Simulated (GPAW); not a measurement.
Runs of GPAW 26.7.0 on Zn. Symmetry: Fm-3m, No. 225, cubic system. Conventional cell: a = 3.930 Å, b = 3.930 Å, c = 3.930 Å, α = 90.00°, β = 90.00°, γ = 90.00°. Zn (site symmetry m-3m) has 12 Zn at 2.78 Å as nearest neighbours. This isn't the form of Zn at room conditions, which is hcp.

```tsv
task	level	potentials or basis	cell	k mesh	cutoff (eV)	optimizer	fmax	max steps	convergence	response ecut	mesh quality	gap on the mesh (eV)	pressure (GPa)	relaxed volume (Å³/atom)
relaxation of cell and atoms	PBEsol+D3(BJ)+ATM	PAW data sets generated in the run's folder for this functional, pw	relaxed	12 × 12 × 12	600	BFGS	0.02 eV/Å	60	density=1e-05 forces=0.0001	-	not flagged	none	0.0	13.54
relaxation of cell and atoms	PBEsol+D3	PAW data sets generated in the run's folder for this functional, pw	relaxed	12 × 12 × 12	600	BFGS	0.02 eV/Å	60	density=1e-05 forces=0.0001	-	not flagged	none	0.0	(b)
relaxation of cell and atoms	PBEsol+D3(BJ)	PAW data sets generated in the run's folder for this functional, pw	relaxed	12 × 12 × 12	600	BFGS	0.02 eV/Å	60	density=1e-05 forces=0.0001	-	not flagged	none	0.0	13.39
G0W0 quasiparticle levels	LDA	the program's PAW data sets (release 1.2.1) made for this functional, pw	as given	6 × 6 × 6	500	-	-	-	-	150 eV	coarse	none	-	-
band structure	r2SCAN	GPAW PAW data sets (gpaw-data 1.2.1), pw	as given	12 × 12 × 12	600	-	-	-	-	-	not flagged	-	(a)	-
band structure	BLYP	PAW data sets generated in the run's folder for this functional, pw	as given	12 × 12 × 12	600	-	-	-	-	-	not flagged	-	5.6	-
band structure	RPBE	the program's PAW data sets (release 1.2.1) made for this functional, pw	as given	12 × 12 × 12	600	-	-	-	-	-	not flagged	-	2.8	-
band structure	LDA	the program's PAW data sets (release 1.2.1) made for this functional, pw	as given	12 × 12 × 12	600	-	-	-	-	-	not flagged	-	-8.9	-
```

Alike in all rows: no spin polarisation; smearing fermi-dirac 0.05 eV.

Q: Estimate the missing entries.

A: (a) -4.3; (b) 13.46.

Caveats: some runs use coarse meshes; later steps reuse the first step's grids (some runs); pairwise dispersion overbinds metals, which lowers pressure and volume (some runs); G0W0 is unreliable with partly filled bands (some runs); the long-wavelength limit can be off by several per cent where d states take part (some runs); the PAW data sets were made with another functional, which shifts forces and pressure a little (some runs).

A gap of «none» marks a metal or a gap under the smearing width.

Runs at the PBE level aren't shown here.
